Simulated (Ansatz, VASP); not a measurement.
## One calculation of NaCl, two programs

```
Na Cl
1.0
     0.00000    2.83175    2.83175
     2.83175    0.00000    2.83175
     2.83175    2.83175    0.00000
Na Cl
1 1
Cartesian
  0.0000 0.0000 0.0000
  2.8317 2.8317 3.0567
```

Change from the starting cell: one atom moved.

Alike in both runs: task single point; functional PBEsol; k mesh 8 × 8 × 8; occupations gaussian, width 0.02 eV; no spin polarisation.

|  | VASP | Ansatz |
| --- | --- | --- |
| version | VASP 6.6.1 | Ansatz 0.2.0 |
| potentials or method | VASP PAW PBE potentials, release 64 (Na_pv, Cl) | scalar-relativistic, plane waves, PAW |
| plane-wave cutoff (eV) | 520 | 420 |
| valence electrons in the cell | 14 | 16 |

|  | VASP | Ansatz | Ansatz less VASP |
| --- | --- | --- | --- |
| gap on the k mesh at the Fermi level (eV) | 4.90 | 4.90 | +0.004 |
| least direct gap on the mesh (eV) | 4.90 | 4.90 | +0.004 |
| pressure (GPa) | -0.2 | -0.2 | -0.02 |
| largest component of the traceless stress (GPa) | 1.28 | 1.26 | -0.022 |
| rms of the force components (eV/Å) | 0.198 | 0.195 | -0.0038 |

Atom by atom the forces differ by 0.004 eV/Å (rms over components). The functional is the same, so the differences come from potentials, cutoffs and numerics. The two sets of potentials don't hold the same shells in valence.

Caveats: the PAW data sets were made with another functional, which shifts forces and pressure a little (VASP). A k mesh can miss the band edges.
